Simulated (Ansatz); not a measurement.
Runs of Ansatz 0.2.0 on V. The structure is cubic, space group Im-3m (No. 229). Conventional cell: a = 3.029 Å, b = 3.029 Å, c = 3.029 Å, α = 90.00°, β = 90.00°, γ = 90.00°. V (site symmetry m-3m) has 8 V at 2.62 Å as nearest neighbours. 

| task | level | cell | cutoff (eV) | pressure (GPa) | moment (μB) | relaxed volume (Å³/atom) |
| --- | --- | --- | --- | --- | --- | --- |
| band structure | PBEsol | as given | 257 | -12.1 | 0.00 | - |
| band structure | LDA | as given | 257 | (a) | 0.00 | - |
| relaxation of cell and atoms | BLYP | relaxed | - | 0.0 | 0.00 | 13.84 |
| relaxation of cell and atoms | PBEsol | relaxed | - | 0.0 | 0.00 | 12.94 |

Alike in all rows: potentials or basis all-electron LAPW, scalar-relativistic; spin collinear, ferromagnetic start; k mesh 12 × 12 × 12; smearing fermi-dirac 0.05 eV; basis error allowed 0.001 eV/atom.

Problem. Estimate the missing entries.

Solution. (a) -17.8.

Caveats: the starting moments weren't kept; so large a pressure means that the cell lies far from this level's equilibrium, or that cutoff or potentials fall short (some runs).

Runs at the PBE level aren't shown here.
